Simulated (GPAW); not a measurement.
# AlN (P6_3mc) in GPAW: further runs

The runs below take AlN through band structure, equation of state, with SCAN, LDA.

All numbers are computed with GPAW 26.7.0; they aren't measurements. Logs are shortened: lines on timing, memory, paths and dates and some standing lists are left out, and cuts for length are marked. The log counts tension as positive stress, the text compression.

**Experimental background.**

From “Structural and optical properties of self-assembled AlN nanowires grown on SiO2/Si substrates by molecular beam epitaxy”, 2024, arxiv:2402.00216, for a bulk crystal of AlN at 0 K: band gap 6.0343 eV (an exciton energy, a little under the gap).

The runs below are set against these values where they give the same quantity.

## 1. The structure

The structure is hexagonal, space group P6_3mc (No. 186). The conventional cell has a = 3.113 Å, b = 3.113 Å, c = 4.981 Å, α = 90.00°, β = 90.00°, γ = 120.00°. Al (site symmetry 3m) is surrounded by 4 N at 1.89 Å. N (site symmetry 3m) has 4 Al at 1.89 Å as nearest neighbours.

## 2. Band structure, SCAN

run.py reads:

```python
from ase import Atoms
from ase.dft.bandgap import bandgap
from ase.io import write
from ase.units import GPa
from gpaw import GPAW, PW

atoms = Atoms(['Al', 'Al', 'N', 'N'],
              cell=[[3.113, 0.0, 0.0],
                    [-1.5565, 2.695937082, 0.0],
                    [0.0, 0.0, 4.981]],
              scaled_positions=[[0.6666666667, 0.3333333333, 0.5],
                                [0.3333333333, 0.6666666667, 0.0],
                                [0.6666666667, 0.3333333333, 0.88],
                                [0.3333333333, 0.6666666667, 0.38]],
              pbc=True)

calc = GPAW(mode=PW(800),
            xc='MGGA_X_SCAN+MGGA_C_SCAN',
            kpts={'size': (7, 7, 4), 'gamma': True},
            occupations={'name': 'fermi-dirac', 'width': 0.05},
            nbands=18,
            convergence={'density': 1e-05, 'energy': 1e-05},
            maxiter=150,
            txt='gpaw.txt')
atoms.calc = calc
energy = atoms.get_potential_energy()
forces = atoms.get_forces()
stress = atoms.get_stress()
calc.write('gs.gpw')
write('result.traj', atoms)
print(f'Energy: {energy:.6f} eV')
print('Forces (eV/A):')
print(forces.round(4))
print('Stress (GPa):', (stress / GPa).round(3))
print('Fermi level:', round(calc.get_fermi_level(), 4), 'eV')
print(f'Gap: {bandgap(calc)[0]:.4f} eV, direct: {bandgap(calc, direct=True)[0]:.4f} eV')

path = atoms.cell.bandpath('GMKGALHA,LM,KH', npoints=100, eps=1e-4)
bs_calc = calc.fixed_density(kpts=path, symmetry='off', nbands=29,
                             convergence={'bands': 'CBM+6.0', 'eigenstates': 1e-6}, txt='bands.txt')
bs = bs_calc.band_structure()
bs.write('bs.json')
print(f'Gap on the path: {bandgap(bs_calc)[0]:.4f} eV')
```

Potentials or basis: GPAW PAW data sets (gpaw-data 1.2.1), pw.

Command:

```console
$ OMP_NUM_THREADS=1 python run.py
```

gpaw.txt:

```text
__  _  _
 | _ |_)|_||  |
 |__||  | ||/\| - 26.7.0

Input parameters:
  mode=PW(ecut=800.0),
  convergence={'density': 1e-05, 'energy': 1e-05},
  kpts=MonkhorstPack(size=(7, 7, 4), gamma=True),
  maxiter=150,
  nbands=18,
  occupations=Occupations(name='fermi-dirac', width=0.05),
  xc=XC(name='MGGA_X_SCAN+MGGA_C_SCAN')

Diagonalizing LCAO Hamiltonian
Converting LCAO to pw mode

           N

           Al
        N

        Al

Atoms  # Å, Bohr magnetons
|   | symbol |         x |        y |        z |    initial magnetic moments |
|---|--------|-----------|----------|----------|-----------------------------|
| 0 |     Al |  1.556500 | 0.898646 | 2.490500 | ( 0.0000,  0.0000,  0.0000) |
| 1 |     Al | -0.000000 | 1.797291 | 0.000000 | ( 0.0000,  0.0000,  0.0000) |
| 2 |      N |  1.556500 | 0.898646 | 4.383280 | ( 0.0000,  0.0000,  0.0000) |
| 3 |      N | -0.000000 | 1.797291 | 1.892780 | ( 0.0000,  0.0000,  0.0000) |

Unit cell  # Å
| periodic |         x |        y |        z |  lengths |     angles |
|----------|-----------|----------|----------|----------|------------|
|      yes |  3.113000 | 0.000000 | 0.000000 | 3.113000 |  90.000000 |
|      yes | -1.556500 | 2.695937 | 0.000000 | 3.113000 |  90.000000 |
|      yes |  0.000000 | 0.000000 | 4.981000 | 4.981000 | 120.000000 |

Number of symmetries: 6
Symmetry operations  # r_c * U_cc + t_c -> r_c
|   | kind |            matrix            |
|---|------|------------------------------|
| 0 |  σ   |  1, 1, 0,  0,-1, 0,  0, 0, 1 |
| 1 |  E   |  1, 0, 0,  0, 1, 0,  0, 0, 1 |
| 2 |  C3  |  0, 1, 0, -1,-1, 0,  0, 0, 1 |
| 3 |  σ   |  0,-1, 0, -1, 0, 0,  0, 0, 1 |
| 4 |  σ   | -1, 0, 0,  1, 1, 0,  0, 0, 1 |
| 5 |  C3  | -1,-1, 0,  1, 0, 0,  0, 0, 1 |

BZ-sampling:
  Number of BZ points: 196
  Number of IBZ points: 28

  Monkhorst-Pack size: [7, 7, 4]
  Monkhorst-Pack shift: [0.0, 0.0, 0.125]

K-points  # in reciprocal-cell coordinates
|     |                                coordinates |     weight |
|-----|--------------------------------------------|------------|
|   0 | (  0.00000000,   0.00000000,   0.00000000) | 0.00510204 |
|   1 | (  0.00000000,   0.00000000,   0.25000000) | 0.01020408 |
|   2 | (  0.00000000,   0.00000000,   0.50000000) | 0.00510204 |
|   3 | (  0.14285714,   0.00000000,  -0.25000000) | 0.03061224 |
|   4 | (  0.14285714,   0.00000000,   0.00000000) | 0.03061224 |
|   5 | (  0.14285714,   0.00000000,   0.25000000) | 0.03061224 |
|   6 | (  0.14285714,   0.00000000,   0.50000000) | 0.03061224 |
|   7 | (  0.28571429,  -0.14285714,   0.00000000) | 0.03061224 |
|   8 | (  0.28571429,  -0.14285714,   0.25000000) | 0.06122449 |
|   9 | (  0.28571429,  -0.14285714,   0.50000000) | 0.03061224 |
| ... |                                            |            |
|  27 | (  0.42857143,   0.42857143,   0.50000000) | 0.03061224 |

Plane wave coefficients: 2177
Cutoff: 800.0 eV

Spin-components: 1 (collinear spins)
Bands:           18
Projectors:      20
Spin-degeneracy: 2
Datatype:        complex128

Parallelization:
  kpt:    1
  domain: 1
  band:   1

Density:
  Valence electrons: 16.0
  Components: 1
  Grid points: [21 21 35]
  Charge: 0.0  # |e|

Potential:
  Grid points: [21 21 35]

species:
  Al:
    name:    Aluminium
    Z:       13.0
    valence: 3
    core:    10
    charge:  0.0  # [|e|]
    compensation charges:
      type: gauss
      rc: 0.34  # [Å]
      lmax: 2
    cutoffs:
      filter: 1.91  # [Å]
      core: 2.36  # [Å]
    projectors
    | kind |    occ | energy [eV] | rcut [Å] |
    |------|--------|-------------|----------|
    |   3s |  2.000 |      -7.753 |    1.085 |
    |   3p |  1.000 |      -2.712 |    1.085 |
    |    s |        |      19.459 |    1.085 |
    |    p |        |      24.499 |    1.085 |
    |    d |        |       0.000 |    1.085 |

    Using partial waves for Al as LCAO basis

  N:
    name:    Nitrogen
    Z:       7.0
    valence: 5
    core:    2
    charge:  0.0  # [|e|]
    compensation charges:
      type: gauss
      rc: 0.18  # [Å]
      lmax: 2
    cutoffs:
      filter: 1.11  # [Å]
      core: 0.96  # [Å]
    projectors
    | kind |    occ | energy [eV] | rcut [Å] |
    |------|--------|-------------|----------|
    |   2s |  2.000 |     -18.583 |    0.603 |
    |   2p |  3.000 |      -7.089 |    0.529 |
    |    s |        |       8.629 |    0.603 |
    |    p |        |      20.123 |    0.529 |
    |    d |        |       0.000 |    0.577 |

    Using partial waves for N as LCAO basis

Reference energy: -16170.289538  # eV

eigensolver:
  PPCG
  Converge bands: occupied
  niter=2

density mixing:
  MSR1-Mixer
  Pratt-step length: 0.05
  Maximum mixing coefficient: 0.75
  Old densities: 10
  SVD Regularization: 0.005
  Good broyden scale: 1.0
  Trust region scale: 1.0
  Backstep threshold: 4.0
  History deletion threshold: 6.0
  Fourier metric: weight=20.0, sigma=0.015

occupation numbers:
  Fermi-Dirac:
    width: 0.0500  # eV

poisson solver:
  ecut: 6400.0  # eV

xc functional:
  name: MGGA_X_SCAN+MGGA_C_SCAN with 2 nearest neighbor stencil

convergence criteria:
- Maximum integral of absolute [dens]ity change: 1e-05 electrons / valence electron
- Maximum [total energy] change in last 3 cyles: 1e-05 eV / valence electron
- Maximum integral of absolute [eigenst]ate change: 4e-08 eV^2 / valence electron
maximum number of iterations: 150

SCF iterations
|iter     | |      energy | eigst |  dens |
|---------|-|-------------|-------|-------|
|iter:   1| |  -49.165710 | -0.23 |       |
|iter:   2| |  -42.427953 | -1.19 | -0.56 |
|iter:   3| |  -40.280924 | -0.86 | -0.62 |
|iter:   4| |  -40.554095 | -1.27 | -1.02 |
|iter:   5| |  -40.632901 | -2.46 | -1.50 |
|iter:   6| |  -40.632952 | -3.95 | -2.39 |
|iter:   7| |  -40.632960c| -5.11 | -2.95 |
|iter:   8| |  -40.632960c| -7.04 | -3.78 |
|iter:   9| |  -40.632960c| -8.30c| -4.57 |
|iter:  10| |  -40.632960c| -7.69c| -4.91 |
|iter:  11| |  -40.632960c| -8.76c| -5.53c|

Converged in 11 steps
Energy contributions relative to reference atoms: (reference = -16170.289538)

Energy contributions:
  Kinetic:          28.668410
  Coulomb:         -23.682849
  Zero:              0.099895
  External:          0.000000
  Xc:              -45.718416
  Entropy:          -0.000000
  Spinorbit:         0.000000
  ----------------------------
  Free energy:     -40.632960
  Extrapolated:    -40.632960

dipole moment: (-0.000040, 0.000022, -6.881791)  # |e|*Ang

Fermi level: 6.847
Eigenvalues  # (at kpt = [0.000, 0.000, 0.000])
| band index |      eig [eV] | occ [0-2] |
|------------|---------------|-----------|
|          0 |       -10.143 |     2.000 |
|          1 |        -8.037 |     2.000 |
|          2 |        -0.188 |     2.000 |
|          3 |         4.988 |     2.000 |
|          4 |         4.988 |     2.000 |
|          5 |         5.662 |     2.000 |
[... 8 lines left out ...]
|         14 |        19.965 |     0.000 |
|         15 |        19.965 |     0.000 |
|        ... |               |           |
|         17 |        21.766 |     0.000 |

Gap: 4.902 eV
Transition (v -> c):
  (s=0, k=0, n=7, [0.00, 0.00, 0.00]) -> (s=0, k=0, n=8, [0.00, 0.00, 0.00])
No difference between direct/indirect transitions

Forces  # eV/Ang
|        x |        y |        z |
|----------|----------|----------|
|  0.00000 |  0.00000 | -0.10228 |  # Al   0
| -0.00000 | -0.00000 | -0.10285 |  # Al   1
| -0.00000 |  0.00000 |  0.17902 |  # N    2
|  0.00000 |  0.00000 |  0.19434 |  # N    3

Stress tensor  # eV/Ang^3
|        x |         y |         z |
|----------|-----------|-----------|
| 0.012106 |  0.000000 |  0.000000 |
| 0.000000 |  0.012106 | -0.000000 |
| 0.000000 | -0.000000 |  0.000600 |

# Writing to gs.gpw (mode='')
```

Wall time 3.9 min (1 thread of Arm Neoverse V1, shared host); peak memory 0.39 GiB.

What came out:

| Property | Result |
| --- | --- |
| Free energy | -40.6330 eV |
| Pressure | -1.3 GPa |
| Band gap on the k mesh | 4.90 eV, direct |
| Band gap along the path | 4.90 eV, direct |

Stress tensor (GPa, compression positive):
```
-1.94  0.00  0.00
 0.00 -1.94  0.00
 0.00  0.00 -0.10
```

Levels at the corners of the path, in eV from the valence-band top:
| point | band 6 | band 7 | band 8 | band 9 | band 10 | band 11 |
| --- | --- | --- | --- | --- | --- | --- |
| Γ | -0.19 | -0.19 | 0.00 | 4.90 | 7.49 | 11.58 |
| M | -2.13 | -1.77 | -0.69 | 6.46 | 6.54 | 9.04 |
| K | -2.48 | -2.41 | -2.40 | 5.70 | 9.14 | 10.58 |
| Γ | -0.19 | -0.19 | 0.00 | 4.90 | 7.49 | 11.58 |
| A | -0.54 | -0.54 | -0.54 | 7.22 | 7.22 | 11.29 |
| L | -1.48 | -1.38 | -1.38 | 6.00 | 6.00 | 10.14 |
| H | -3.89 | -0.81 | -0.81 | 8.15 | 8.15 | 8.65 |
| A | -0.54 | -0.54 | -0.54 | 7.22 | 7.22 | 11.29 |
| L | -1.48 | -1.38 | -1.38 | 6.00 | 6.00 | 10.14 |
| M | -2.13 | -1.77 | -0.69 | 6.46 | 6.54 | 9.04 |
| K | -2.48 | -2.41 | -2.40 | 5.70 | 9.14 | 10.58 |
| H | -3.89 | -0.81 | -0.81 | 8.15 | 8.15 | 8.65 |

Caveat: the forces don't sum to zero, a sign of grid noise; the PAW data sets were made with another functional, which shifts forces and pressure a little.

## 3. Equation of state, LDA

run.py reads:

```python
from ase import Atoms
from ase.eos import EquationOfState
from ase.io import Trajectory
from ase.units import GPa
from gpaw import GPAW, PW

atoms = Atoms(['Al', 'Al', 'N', 'N'],
              cell=[[3.113, 0.0, 0.0],
                    [-1.5565, 2.695937082, 0.0],
                    [0.0, 0.0, 4.981]],
              scaled_positions=[[0.6666666667, 0.3333333333, 0.5],
                                [0.3333333333, 0.6666666667, 0.0],
                                [0.6666666667, 0.3333333333, 0.88],
                                [0.3333333333, 0.6666666667, 0.38]],
              pbc=True)

traj = Trajectory('eos.traj', 'w')
volumes, energies = [], []
for x in [0.94, 0.96, 0.98, 1.0, 1.02, 1.04, 1.06]:
    a = atoms.copy()
    a.set_cell(atoms.cell * x**(1 / 3), scale_atoms=True)
    calc = GPAW(mode=PW(1600),
                xc='LDA',
                kpts={'size': (7, 7, 4), 'gamma': True},
                occupations={'name': 'fermi-dirac', 'width': 0.05},
                setups='hgh',
                nbands=-10,
                convergence={'density': 1e-05, 'energy': 1e-05},
                maxiter=150,
                txt=f'eos-{x:.2f}.txt')
    a.calc = calc
    energies.append(a.get_potential_energy(force_consistent=True))
    volumes.append(a.get_volume())
    p = -a.get_stress()[:3].mean() / GPa
    calc.write(f'eos-{x:.2f}.gpw')
    traj.write(a)
    print(f'{x:.2f} {volumes[-1]:10.4f} A^3 {energies[-1]:14.6f} eV {p:9.3f} GPa', flush=True)

v0, e0, B = EquationOfState(volumes, energies, eos='birchmurnaghan').fit()
print(f'V0 = {v0:.4f} A^3, E0 = {e0:.6f} eV, B0 = {B / GPa:.2f} GPa')
```

Potentials or basis: HGH pseudopotentials, pw.

Command:

```console
$ OMP_NUM_THREADS=1 python run.py
```

Wall time 4.7 min (1 thread of Arm Neoverse V2, shared host); peak memory 0.44 GiB.

The run converged. Its results:

```
Equilibrium volume                        : 10.07 Å³/atom (rough: see the caveat)
Bulk modulus at fixed shape and positions : 204 GPa (rough)
```

Energy against volume, from the lowest point:
```csv
volume (Å³/atom),energy (meV/atom)
9.824,3.83
10.033,0.00
10.242,1.55
10.451,8.49
10.660,19.91
10.869,35.46
11.078,54.92
```

Caveat: the points scatter about the fit; the cell was scaled at fixed shape and fractional positions, which overstates the stiffness of a crystal with free parameters, most of all of layers and chains; HGH potentials are hard and often keep d shells in the core, so these values are rough.

## 4. Band structure, LDA

run.py reads:

```python
from ase.dft.bandgap import bandgap
from ase.io import write
from ase.spacegroup import crystal
from ase.units import GPa
from gpaw import GPAW, PW

# Al 2b
# N 2b
atoms = crystal(['Al', 'N'],
                basis=[[0.6666666667, 0.3333333333, 0.5],
                       [0.6666666667, 0.3333333333, 0.88]],
                spacegroup=186, setting=1,  # P6_3mc
                cellpar=[3.113, 3.113, 4.981, 90.0, 90.0, 120.0],
                primitive_cell=True)

calc = GPAW(mode=PW(800),
            xc='LDA',
            kpts={'size': (7, 7, 4), 'gamma': True},
            occupations={'name': 'fermi-dirac', 'width': 0.05},
            nbands=18,
            convergence={'density': 1e-05, 'energy': 1e-05},
            maxiter=150,
            txt='gpaw.txt')
atoms.calc = calc
energy = atoms.get_potential_energy()
forces = atoms.get_forces()
stress = atoms.get_stress()
calc.write('gs.gpw')
write('result.traj', atoms)
print(f'Energy: {energy:.6f} eV')
print('Forces (eV/A):')
print(forces.round(4))
print('Stress (GPa):', (stress / GPa).round(3))
print('Fermi level:', round(calc.get_fermi_level(), 4), 'eV')
print(f'Gap: {bandgap(calc)[0]:.4f} eV, direct: {bandgap(calc, direct=True)[0]:.4f} eV')

path = atoms.cell.bandpath('GMKGALHA,LM,KH', npoints=100, eps=1e-4)
bs_calc = calc.fixed_density(kpts=path, symmetry='off', nbands=29,
                             convergence={'bands': 'CBM+6.0', 'eigenstates': 1e-6}, txt='bands.txt')
bs = bs_calc.band_structure()
bs.write('bs.json')
print(f'Gap on the path: {bandgap(bs_calc)[0]:.4f} eV')
```

Potentials or basis: the program's PAW data sets (release 1.2.1) made for this functional, pw.

Command:

```console
$ OMP_NUM_THREADS=1 python run.py
```

It took 74 s on 1 thread of Arm Neoverse V1, shared host; peak memory 0.35 GiB.

Results (log left out):

* Free energy: -32.8602 eV
* Pressure: -3.9 GPa
* Largest force: 0.120 eV/Å
* Band gap on the k mesh: 4.28 eV, direct
* Band gap along the path: 4.28 eV, direct

Forces on the atoms (eV/Å):
```
Al   0.000  0.000 -0.120
Al   0.000  0.000 -0.120
N    0.000  0.000  0.120
N    0.000  0.000  0.120
```

Stress tensor (GPa, compression positive):
```
-4.50  0.00  0.00
 0.00 -4.50  0.00
 0.00  0.00 -2.80
```

Levels at the corners of the path, in eV from the valence-band top:
| point | band 4 | band 5 | band 6 | band 7 | band 8 | band 9 | band 10 | band 11 | band 12 |
| --- | --- | --- | --- | --- | --- | --- | --- | --- | --- |
| Γ | -0.84 | -0.84 | -0.18 | -0.18 | 0.00 | 4.28 | 6.57 | 10.50 | 10.98 |
| M | -4.16 | -3.36 | -2.08 | -1.79 | -0.66 | 5.68 | 5.70 | 8.13 | 10.18 |
| K | -3.79 | -3.79 | -2.44 | -2.40 | -2.40 | 4.92 | 8.25 | 9.59 | 9.59 |
| Γ | -0.84 | -0.84 | -0.18 | -0.18 | 0.00 | 4.28 | 6.57 | 10.50 | 10.98 |
| A | -3.32 | -0.52 | -0.52 | -0.52 | -0.52 | 6.45 | 6.45 | 10.19 | 10.19 |
| L | -5.63 | -1.45 | -1.45 | -1.36 | -1.36 | 5.22 | 5.22 | 9.12 | 9.12 |
| H | -4.86 | -3.87 | -3.87 | -0.79 | -0.79 | 7.31 | 7.31 | 7.76 | 7.76 |
| A | -3.32 | -0.52 | -0.52 | -0.52 | -0.52 | 6.45 | 6.45 | 10.19 | 10.19 |
| L | -5.63 | -1.45 | -1.45 | -1.36 | -1.36 | 5.22 | 5.22 | 9.12 | 9.12 |
| M | -4.16 | -3.36 | -2.08 | -1.79 | -0.66 | 5.68 | 5.70 | 8.13 | 10.18 |
| K | -3.79 | -3.79 | -2.44 | -2.40 | -2.40 | 4.92 | 8.25 | 9.59 | 9.59 |
| H | -4.86 | -3.87 | -3.87 | -0.79 | -0.79 | 7.31 | 7.31 | 7.76 | 7.76 |

## 5. Against experiment

Step 2. A measured gap of AlN is 6.0343 eV (an exciton energy, a little under the gap; 0 K; quoted in “Structural and optical properties of self-assembled AlN nanowires grown on SiO2/Si substrates by molecular beam epitaxy”, 2024, arxiv:2402.00216); the calculated 4.90 eV misses it by -1.13 eV. 2 values of this kind are on record (6.034 to 6.0343 eV); this one was drawn at random. The value is that of SCAN, without temperature or zero-point motion.

Step 4. Measured gap of AlN: 6.0343 eV (an exciton energy, a little under the gap; 0 K; quoted in “Structural and optical properties of self-assembled AlN nanowires grown on SiO2/Si substrates by molecular beam epitaxy”, 2024, arxiv:2402.00216). This calculation gives 4.28 eV (-1.76 eV). 2 values of this kind are on record (6.034 to 6.0343 eV); this one was drawn at random. The value is that of LDA, without temperature or zero-point motion. Semilocal functionals fall short of measured gaps as a rule.
